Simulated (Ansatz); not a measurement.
Mo: moving Mo off its site

Mo, Im-3m, a = 3.142 Å (as given, not relaxed at this level: 4.8 GPa). Ansatz: PBE, PAW, 420 eV, Γ-centred 12×12×12 mesh on 8 atoms, Gaussian smearing 0.15 eV; no spin polarisation.

```
CELL_PARAMETERS angstrom
-3.14200 -3.14200 3.14200
-3.14200 3.14200 -3.14200
3.14200 -3.14200 -3.14200
ATOMIC_POSITIONS crystal
Mo 0.50000 0.50000 0.50000
Mo 0.00000 0.50000 0.50000
Mo 0.50000 0.00000 0.50000
Mo 0.00000 0.00000 0.50000
Mo 0.50000 0.50000 0.00000
Mo 0.00000 0.50000 0.00000
Mo 0.50000 0.00000 0.00000
Mo 0.00000 0.00000 0.00000
```

Atom 1 (Mo) moves by x along the unit vector (1.000, 0.000, 0.000), with its periodic images; all else is held. y is the free energy of the cell over the start, F the force along the path summed over the moved atoms. Symmetry makes y even in x.

| x (Å) | y (meV) | F (eV/Å) |
| --- | --- | --- |
| -0.200 | ? | ? |
| -0.120 | 93.0 | 1.56 |
| -0.040 | 10.3 | 0.51 |
| 0.000 | 0.0 | 0.00 |
| 0.060 | 23.1 | -0.77 |
| 0.080 | 41.2 | -1.03 |
| 0.100 | 64.5 | -1.29 |
| 0.140 | 126.9 | -1.83 |
| 0.160 | 166.1 | -2.10 |
| 0.180 | 210.8 | -2.37 |

**Question.** Fit y = c2 x² + c4 x⁴ to the energies of the other rows, give the force constant, and predict energy and force of the missing row.

**Answer.** Least squares on the rows shown. y = 6422.1 x² + 2598.8 x⁴. The force constant is 2 c2 = 12.8 eV/Å², for the cell as given, at 4.8 GPa (for all images moving together, not for a lone atom). The force −dy/dx at the missing row is 2.65 eV/Å (computed 2.65). At x = -0.200 the fit asked for gives 261.0 meV. The run gave 261.1 meV, so the fit is 0.1 meV too low, a small miss on the scale of the series.